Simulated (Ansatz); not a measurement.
Density of states of ZnS (R3m, a = 3.846 Å, b = 3.846 Å, c = 28.348 Å, α = 90.00°, β = 90.00°, γ = 120.00°), in states per eV and primitive cell, averaged over bins of 0.3 eV. Theory: Ansatz, DFT PBE, scalar-relativistic, plane waves, PAW.

Cutoff 420 eV; k points 12×12×12 on the computed 6-atom cell (Γ-centred); Gaussian smearing, width 0.02 eV; no spin polarisation.

The cell is relaxed at this level. The states (both spins) are summed by tetrahedra on a 18×18×18 mesh at the self-consistent density. Energies are bin centres; the table starts no lower than −8 eV and ends at 6 eV, or lower where the solved bands end.

The gap is 2.06 eV at this level, with the zero inside it.

```tsv
E − E_F (eV)	total	Zn 3d	S 3p	Zn 4s	S 3s
-7.20	43.12	38.19	4.37	0.50	0.01
-6.90	44.39	42.89	1.15	0.26	0.03
-6.60	12.49	11.62	0.30	0.23	0.32
-6.30	0.01	0.01	0.01	0.00	0.00
-6.00	0.70	0.10	0.44	0.15	0.01
-5.70	4.76	0.63	2.77	1.24	0.08
-5.40	4.12	0.68	2.27	0.98	0.15
-5.10	3.17	0.59	1.73	0.63	0.19
-4.80	1.90	0.36	1.04	0.32	0.15
-4.50	1.54	0.26	0.92	0.20	0.12
-4.20	1.84	0.24	1.30	0.16	0.10
-3.90	3.83	0.37	3.06	0.18	0.10
-3.60	3.41	0.31	2.75	0.14	0.08
-3.30	4.26	0.35	3.56	0.12	0.07
-3.00	5.16	0.41	4.39	0.10	0.06
-2.70	5.36	0.42	4.61	0.08	0.04
-2.40	6.57	0.51	5.72	0.06	0.03
-2.10	6.16	0.49	5.39	0.04	0.02
-1.80	3.94	0.33	3.46	0.02	0.01
-1.50	2.25	0.20	1.98	0.01	0.00
-1.20	1.02	0.09	0.90	0.00	0.00
-0.90	0.00	0.00	0.00	0.00	0.00
-0.60	0.00	0.00	0.00	0.00	0.00
-0.30	0.00	0.00	0.00	0.00	0.00
0.00	0.00	0.00	0.00	0.00	0.00
0.30	0.00	0.00	0.00	0.00	0.00
0.60	0.00	0.00	0.00	0.00	0.00
0.90	0.00	0.00	0.00	0.00	0.00
1.20	0.03	0.00	0.00	0.02	0.01
1.50	0.07	0.00	0.01	0.04	0.02
1.80	0.13	0.00	0.02	0.07	0.03
2.10	0.26	0.00	0.05	0.14	0.05
2.40	1.20	0.00	0.20	0.53	0.13
2.70	2.93	0.01	0.50	1.18	0.23
3.00	3.93	0.01	0.70	1.48	0.23
3.30	5.15	0.02	0.94	1.83	0.22
3.60	3.55	0.01	0.70	1.24	0.12
3.90	2.88	0.01	0.57	0.87	0.05
4.20	2.86	0.01	0.45	0.67	0.04
4.50	3.49	0.01	0.44	0.64	0.03
4.80	4.83	0.01	0.46	0.66	0.04
5.10	2.91	0.01	0.22	0.28	0.01
5.40	4.08	0.01	0.25	0.31	0.02
5.70	3.16	0.00	0.12	0.12	0.01
```

The columns after the total are the Löwdin projections on the occupied valence shells of the potentials. The rest of the total lies in shells that are empty in the free atom, which aren't projected, and between the atoms.

This form isn't the usual stable structure of the compound.

Cost: 1 run of about 15 core-minutes, on Arm Neoverse N1 (shared hosts).